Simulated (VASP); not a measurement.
**Cu under changes of volume**

One of the cells (11.393 Å³/atom); the others are scaled copies at fixed shape and fractional positions:

```
CELL_PARAMETERS angstrom
2.53130 0.00000 0.00000
-1.26565 2.19217 0.00000
0.00000 0.00000 4.10625
ATOMIC_POSITIONS crystal
Cu 0.66667 0.33333 0.75000
Cu 0.33333 0.66667 0.25000
```

This isn't the form of Cu at room conditions, which is fcc.

- Program: VASP 6.6.1
- Functional: PBEsol
- Potentials or basis: VASP PAW PBE potentials, release 64 (Cu)
- Cutoff: 520 eV
- k mesh: 10 × 10 × 6
- Occupations: fermi-dirac, width 0.05 eV
- Spin: no spin polarisation

```tsv
volume (Å³/atom)	energy over the lowest point (meV/atom)	pressure (GPa)
10.937	10.18	7.1
11.165	?	?
11.393	0.00	0.1
11.621	2.17	-3.1
11.849	8.43	-5.9
```

Problem. What does the run at 11.165 Å³/atom give?

Solution. Energy over the lowest point 2.48 meV/atom; pressure 3.8 GPa.

Worked out: A Birch-Murnaghan fit of order 2 (a polynomial in V^(-2/3)) to the other rows has its minimum at 11.40 Å³/atom with B0 = V·E''(V) = 162 GPa at fixed shape and positions, which overstates the stiffness. It gives 2.54 meV/atom at 11.165 Å³/atom, against the run's 2.48, and -dE/dV = 3.5 GPa, against 3.8.

Energies are extrapolated to zero smearing.

Caveats: the PAW data sets were made with another functional, which shifts forces and pressure a little.
